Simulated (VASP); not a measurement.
## Ta: density of states with SCAN+D3(BJ)

Crystal: Ta.

```xyz
1
Lattice="-1.6513 1.6513 1.6513 1.6513 -1.6513 1.6513 1.6513 1.6513 -1.6513" Properties=species:S:1:pos:R:3 pbc="T T T"
Ta    0.0000    0.0000    0.0000
```

```
Program                : VASP 6.6.1
Task                   : density of states
Functional             : SCAN
Dispersion             : D3(BJ)
Potentials or basis    : VASP PAW PBE potentials, release 64 (Ta)
Cutoff                 : 500 eV
k mesh                 : 8 × 8 × 8
Occupations            : tetrahedron
Spin                   : spin-orbit coupling, no magnetisation
Further INCAR settings : ALGO = Normal; EDIFF = 1e-06; NBANDS = 16
```

```yaml
Pressure: -8.0 GPa
Valence_electrons_inside_the_program's_atomic_spheres: Ta 4.51
Dispersion_energy_per_atom: -0.167 eV
```

It took 2.1 min on 1 thread of AMD EPYC 9R45 (Zen 5), with other jobs on the host, peak memory 0.2 GiB.

Caveat: the PAW data sets were made with another functional, which shifts forces and pressure a little.
